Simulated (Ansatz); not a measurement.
# TaN (Fm-3m): point defect (vacancy) in a supercell from a Python script

What does a point defect do in TaN (Fm-3m)? A script is to give a point defect (vacancy) in a supercell; the system is TaN (Fm-3m).

Program: Ansatz 0.2.0 through its Python package. Level of theory: DFT PBE, plane waves, PAW. These are calculated values, not measurements.

### Step 1. The system

It takes space group Fm-3m (No. 225, cubic). The conventional cell has a = 4.358 Å, b = 4.358 Å, c = 4.358 Å, α = 90.00°, β = 90.00°, γ = 90.00°. Ta (site symmetry m-3m) has 6 N at 2.18 Å as nearest neighbours. N (site symmetry m-3m) is surrounded by 6 Ta at 2.18 Å.

No structure file is read: the coordinates are typed or built in the script.

### Step 2. The script

The input, defect.py:

```python
# -*- coding: utf-8 -*-
"""Point defect (vacancy) in TaN."""

import ansatz as az
from ase import Atoms
import numpy as np

SETTINGS = {
    "xc": "PBE",
    "kgrid": (3, 3, 3),
    "filling": "fermi_dirac",
    "width_ev": 0.15,
}

atoms = Atoms(
    ["Ta", "N"],
    scaled_positions=[
        (0.5, 0.5, 0.5),
        (0.0, 0.0, 0.0),
    ],
    cell=[
        (0.0, 2.179, 2.179),
        (2.179, 0.0, 2.179),
        (2.179, 2.179, 0.0),
    ],
    pbc=True,
)
system = az.Crystal.from_ase(atoms)
host = system.supercell(2, 2, 2)
defective = host.vacancy("N", at=(0.0, 0.0, 0.0))

def settled(structure):
    return (
        structure.calculation()
        .functional(SETTINGS["xc"])
        .pseudopotentials("paw")
        .kpoints(*SETTINGS["kgrid"])
        .occupations(SETTINGS["filling"], width=SETTINGS["width_ev"])
        .band_table()
    )


perfect = settled(host).run(threads=1).report
calc = (
    settled(defective)
    .relax(force_tolerance=0.05, max_steps=25)
)
out = calc.run(threads=1)
summary = out.report

n_host, n_defect = len(perfect["lattice"]["sites"]), len(summary["lattice"]["sites"])
print(f"perfect cell: {n_host} atoms, F = {perfect['free_energy_ev']:.4f} eV")
print(f"defect cell:  {n_defect} atoms, F = {summary['free_energy_ev']:.4f} eV")
# chemical potentials are still to be added to this difference
print(f"difference {summary['free_energy_ev'] - perfect['free_energy_ev']:.4f} eV (no chemical potentials)")

for label, run in (("perfect", perfect), ("defect", summary)):
    levels, filled = np.array(run["eigenvalues_ev"][0]), np.array(run["occupations"][0])
    top = int(np.argmin(np.abs(levels - run["fermi_energy_ev"])))
    window = slice(max(top - 3, 0), top + 4)
    print(label, "levels near E_F at the first k-point:", ", ".join(f"{e - run['fermi_energy_ev']:.2f} ({f:.2f})" for e, f in zip(levels[window], filled[window])))

start = np.array([site.position for site in defective.resolved().sites])
step = np.array([site.position_frac for site in out.lattice.sites]) - start
moved = np.linalg.norm((step - np.round(step)) @ out.lattice.cell_ang, axis=1)
print("relaxation by atom (A):", " ".join(f"{site.symbol}:{d:.3f}" for site, d in zip(out.lattice.sites, moved)))
```

### Step 3. The calls as engine input

The engine receives this input (first run):

```yaml
crystal:
  lattice:
    - [0.0, 2.179, 2.179]
    - [2.179, 0.0, 2.179]
    - [2.179, 2.179, 0.0]
  atoms:
    - { symbol: Ta, position: [0.5, 0.5, 0.5] }
    - { symbol: "N", position: [0.0, 0.0, 0.0] }
  supercell: [2, 2, 2]
kpoints:
  mp_grid:
    grid: [3, 3, 3]
hamiltonian:
  xc: pbe
  pseudopotentials:
    kind: paw
scf:
  occupations:
    method: fermi_dirac
    width: 0.15
output:
  eigenvalues: true
```

### Step 4. Launch

Started as:

```sh
python defect.py
```

The log of the run:

```text
DeckWarning: basis.ecutwfc = 420 eV, auto-derived from the records' recommended cutoffs: set by Ta (normal level)
perfect cell: 16 atoms, F = -82542.8929 eV
defect cell:  15 atoms, F = -82159.3231 eV
difference 383.5699 eV (no chemical potentials)
perfect levels near E_F at the first k-point: -2.18 (2.00), -2.18 (2.00), -2.18 (2.00), 0.08 (0.73), 0.08 (0.73), 1.74 (0.00), 1.99 (0.00)
defect levels near E_F at the first k-point: -1.43 (2.00), -1.43 (2.00), -1.43 (2.00), 0.27 (0.29), 0.27 (0.29), 0.27 (0.29), 0.72 (0.02)
relaxation by atom (A): Ta:0.000 Ta:0.139 N:0.000 Ta:0.139 N:0.000 Ta:0.139 N:0.000 Ta:0.139 N:0.000 Ta:0.139 N:0.000 Ta:0.139 N:0.000 Ta:0.000 N:0.000
```

(Warnings from the package without file and line.)

Wall time 26 s (1 thread of Arm Neoverse V1, shared host); peak memory 0.53 GiB.

### Step 5. Inputs of later runs

The engine's inputs for the other runs:

Run 2, against run 1:

```diff
@@ -9,0 +10,2 @@
+  defects:
+    - { vacancy: 1 }
@@ -20,0 +23,3 @@
+relax:
+  f_tol: 0.05
+  max_steps: 25
```

### Step 6. What the script built

Run 2 starts from these 15 atoms:

```xyz
15
Lattice="0.000 4.358 4.358 4.358 0.000 4.358 4.358 4.358 0.000" Properties=species:S:1:pos:R:3 pbc="T T T"
Ta    2.179    2.179    2.179
Ta    4.358    4.358    2.179
N     2.179    2.179    0.000
Ta    4.358    2.179    4.358
N     2.179    0.000    2.179
Ta    6.537    4.358    4.358
N     4.358    2.179    2.179
Ta    2.179    4.358    4.358
N     0.000    2.179    2.179
Ta    4.358    6.537    4.358
N     2.179    4.358    2.179
Ta    4.358    4.358    6.537
N     2.179    2.179    4.358
Ta    6.537    6.537    6.537
N     4.358    4.358    4.358
```

### Step 7. The engine's runs

The 2 runs, in the order started:

```
run   kind of run            system  energy (eV/atom)  SCF cycles in all  CPU time (s)
  1  single point    TaN (16 atoms)        -5158.9308                  6           3.2
  2    relaxation  Ta8N7 (15 atoms)        -5477.2882                 30            22
```

Energies are free energies F = E - TS of the smeared occupations. Totals carry meaning only in balanced differences at one level of theory.

### Step 8. The relaxation of run 2, step by step

Step by step:

| step | E - E(step 1) (eV/cell) | largest force component (eV/Å) |
| --- | --- | --- |
| 1 | 0.0000 | 1.3427 |
| 2 | -0.4869 | 0.6203 |
| 3 | -0.5715 | 0.4808 |
| 4 | -0.5983 | 0.1515 |
| 5 | -0.6027 | 0.0029 |

Step 1 is the start.

### Step 9. Results

```
                             quantity          value
                        runs compared              2
     moves of the relaxation of run 2              4
               energy gained in run 2  40.2 meV/atom
last largest force component of run 2    0.0029 eV/Å
```

The dearest, run 2 (relaxation), took some 6.8 times as long as run 1 (single point). A formation energy would need chemical potentials for the atoms added or removed, which the two totals don't give. The cell is small, so the defect feels its images. Run 2: After 4 moves the largest shift is 0.139 Å. No spin polarisation was allowed. The computed bands are complete only to about 3.1 eV above the Fermi level. For a metal this k-point mesh is coarse: on a finer one energies can move by several to tens of meV an atom and pressures by half a GPa or more, differences at one mesh by less. A Fermi-Dirac width this large means warm electrons, whose thermal share enters the free energy. The difference holds no chemical potentials. Errors of mesh and smearing per atom add up over the supercell, so the energy can be off by tenths of an eV. Each cell's levels count from its own Fermi level and aren't aligned; one k-point can hide that the defect cell is metallic. The supercell is small, so the defect meets its images and the energies aren't those of an isolated defect; a partly filled defect level may also lower its energy by spin or distortion. For a charged cell the difference holds no correction, alignment or term for the electrons' reservoir. Spin-orbit coupling is left out, though heavy elements are present.
